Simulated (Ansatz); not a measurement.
Crystal: Co.

```xyz
4
Lattice="2.4706 0.0000 0.0000 -1.2353 2.1396 0.0000 0.0000 0.0000 8.0882" Properties=species:S:1:pos:R:3 pbc="T T T"
Co    1.2353    0.7132    6.0662
Co    0.0000    0.0000    4.0441
Co    0.0000    1.4264    2.0221
Co    0.0000    0.0000    0.0000
```

Alike in all runs: program Ansatz 0.2.0; functional PBEsol; potentials or basis Ansatz PAW; cutoff 420 eV (not typed: the program's choice for these potentials); k mesh 12 × 12 × 4; occupations fermi-dirac, width 0.05 eV.

The same cell was started in several ways:

```tsv
start	free energy over the lowest (meV/atom)	net moment (μB)	site or absolute moments (μB)	gap
collinear spin, ferromagnetic start of up to 2 μB	0.0	6.59	Co +1.72, +1.70	none (metal or under the smearing width)
no spin polarisation	190.5	-	-	none (metal or under the smearing width)
collinear spin, ferromagnetic start of up to 3.5 μB	0.0	6.59	Co +1.72, +1.70	none (metal or under the smearing width)
collinear spin, antiferromagnetic start of up to 2 μB	0.0	-6.59	Co -1.72, -1.70	none (metal or under the smearing width)
collinear spin, ferrimagnetic start of up to 2 μB	0.0	6.59	Co +1.72, +1.70	none (metal or under the smearing width)
collinear spin, random start of up to 2.21 μB	0.0	6.59	Co +1.72, +1.70	none (metal or under the smearing width)
```

Allowing spin polarisation gains 191 meV/atom. A still lower state may exist.

Caveats: the starting moments weren't kept (some runs).
